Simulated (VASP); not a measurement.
Crystal: BN.

```
N B
1.0
     2.50804    0.00000    0.00000
    -1.24671    2.17623    0.00000
    -0.63067   -1.08812    3.02254
N B
1 1
Direct
  0.66851 0.33238 0.98500
  0.97964 0.98350 0.00181
```

The cell comes from a database or a generator and needn't be the stable form of this composition.

| Item | Value |
| --- | --- |
| Program | VASP 6.6.1 |
| Task | single point |
| Functional | PBE |
| Potentials or basis | VASP PAW PBE potentials, release 64 (N, B) |
| Cutoff | 520 eV |
| k mesh | 13 × 13 × 9 |
| Occupations | fermi-dirac, width 0.05 eV |
| Spin | no spin polarisation |

On this cell: pressure 5.0 GPa; largest force 2.723 eV/Å; band gap on the k mesh 2.84 eV, indirect (least direct gap 4.54 eV).

The same run follows on a disturbed copy (atoms moved at random, drawn with an rms of 0.05 Å):

```xyz
2
Lattice="2.5080 0.0000 0.0000 -1.2467 2.1762 0.0000 -0.6307 -1.0881 3.0225" Properties=species:S:1:pos:R:3 pbc="T T T"
N     0.6654   -0.3614    2.9557
B     1.2559    2.1091   -0.0117
```

What does the disturbed cell give?

The energy moves by +20.0 meV/atom; pressure 5.8 GPa; largest force 3.298 eV/Å; band gap on the k mesh 2.93 eV, indirect (least direct gap 4.49 eV).

Forces on the atoms (eV/Å):
```
N   -1.499 -2.869  0.632
B    1.499  2.869 -0.632
```

Stress tensor (GPa, compression positive):
```
-3.67 -4.61  0.51
-4.61 12.92  1.70
 0.51  1.70  8.00
```

Caveats: an odd mesh through Γ misses points on the zone boundary, where band edges often lie; forces of over 1 eV/Å show positions far from the minimum, so gaps and moduli don't describe the material at rest (some runs).
